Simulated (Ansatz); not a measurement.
Runs of Ansatz 0.2.0 on MnO2. Symmetry: P6_3/mmc, No. 194, hexagonal system. The conventional cell has a = 2.855 Å, b = 2.855 Å, c = 10.222 Å, α = 90.00°, β = 90.00°, γ = 120.00°. Mn (site symmetry -3m) is surrounded by 6 O at 1.90 Å. O (site symmetry 3m) has 3 Mn at 1.90 Å as nearest neighbours. Measurements of this composition are mostly on another form, of space group No. 136.

```tsv
task	level	U	cell	k mesh	points for each segment of the path	hubbard projectors	double counting	gap on the mesh (eV)	pressure (GPa)	moment (μB)	relaxed volume (Å³/atom)	largest force (eV/Å)
band structure	PBE0	-	as given	8 × 8 × 2	4	-	-	4.38	-	6.00	-	0.46
relaxation of cell and atoms	PBEsol+U	Mn d U = 6 eV	relaxed	11 × 11 × 3	-	ortho-atomic (the default)	fll (the default)	1.41	0.0	6.00	(a)	-
relaxation of cell and atoms	PBEsol+U	Mn d U = 2 eV	relaxed	11 × 11 × 3	-	ortho-atomic (the default)	fll (the default)	2.00	0.0	6.00	13.18	-
band structure	LDA	-	as given	11 × 11 × 3	14	-	-	0.51	(b)	6.00	-	0.61
relaxation of cell and atoms	PBEsol+U	Mn d U = 4 eV	relaxed	11 × 11 × 3	-	ortho-atomic (the default)	fll (the default)	2.00	0.0	6.00	13.37	-
```

Alike in all rows: potentials or basis Ansatz PAW; spin collinear, ferromagnetic start; cutoff (eV) 420; smearing fermi-dirac 0.05 eV.

Task: Estimate the missing entries.

Result: (a) 13.70; (b) -8.2.

Caveats: only a ferromagnetic start was run, and an antiferromagnetic order may lie lower in energy; the PAW data sets come from PBE, with cores solved anew for the run's functional, which leaves a small shift of forces and pressure; the magnetic or orbital state may not be the lowest (some runs); odd divisions of the mesh miss points on the zone boundary, where band edges often lie, so the gap on the mesh can be too wide (some runs); the plane-wave basis is chosen anew once the cell has moved, so the energies of steps on either side of that aren't comparable (some runs).

A k mesh can miss the band edges.

Not every run made on this cell is shown here.
